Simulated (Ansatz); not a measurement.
# GaN (rocksalt type): the cost of one run

Method: DFT LDA, with the methods named in each step, in Ansatz 0.2.0.

## (1) The starting structure

The structure is cubic, space group Fm-3m (No. 225). Conventional cell: a = 4.181 Å, b = 4.181 Å, c = 4.181 Å, α = 90.00°, β = 90.00°, γ = 90.00°. Around Ga (site symmetry m-3m) lie 6 N at 2.09 Å. N (site symmetry m-3m) is surrounded by 6 Ga at 2.09 Å.

As a file:

```xyz
2
Lattice="0.0000 2.0906 2.0906 2.0906 0.0000 2.0906 2.0906 2.0906 0.0000" Properties=species:S:1:pos:R:3 pbc="T T T"
Ga    0.0000    0.0000    0.0000
N     2.0906    2.0906    2.0906
```

Whether this phase is the stable one at these pressures isn't tested.

Atoms are numbered in the order of the input: Ga1, N2.

## (2) The reference volume, LAPW

input.yaml reads:

```yaml
crystal:
  lattice:
    - [0.0, 2.0905900561, 2.0905900561]
    - [2.0905900561, 0.0, 2.0905900561]
    - [2.0905900561, 2.0905900561, 0.0]
  atoms:
    - { symbol: Ga, position: [0.0, 0.0, 0.0] }
    - { symbol: "N", position: [0.5, 0.5, 0.5] }
kpoints:
  mp_grid: { grid: [17, 17, 17] }
  band_path:
    path:
      - [0.0, 0.0, 0.0]
      - [0.5, 0.0, 0.5]
      - [0.625, 0.25, 0.625]
      - [0.375, 0.375, 0.75]
      - [0.0, 0.0, 0.0]
      - [0.5, 0.5, 0.5]
      - [0.5, 0.25, 0.75]
      - [0.5, 0.0, 0.5]
    npoints: 14
scf:
  occupations: { method: fermi_dirac, width: 0.1 }
hamiltonian:
  xc: lda
  pseudopotentials: { kind: all_electron, lapw: { basis_error: 0.001 } }
output:
  forces: true
  stress: true
  eigenvalues: true
  populations: true
  dos: { projected: true, de: 0.2, e_range: [-14, 8] }
```

Command:

```bash
> ansatz run input.yaml --threads 1 --pin off --max-ram 2048MiB --backend cpu --events-out ev --progress --plain --runs-dir out
```

What time and memory should one allow on 1 thread of Intel Xeon Platinum 8488C (Sapphire Rapids), shared host?

About 20 s, with a peak of 0.52 GiB.
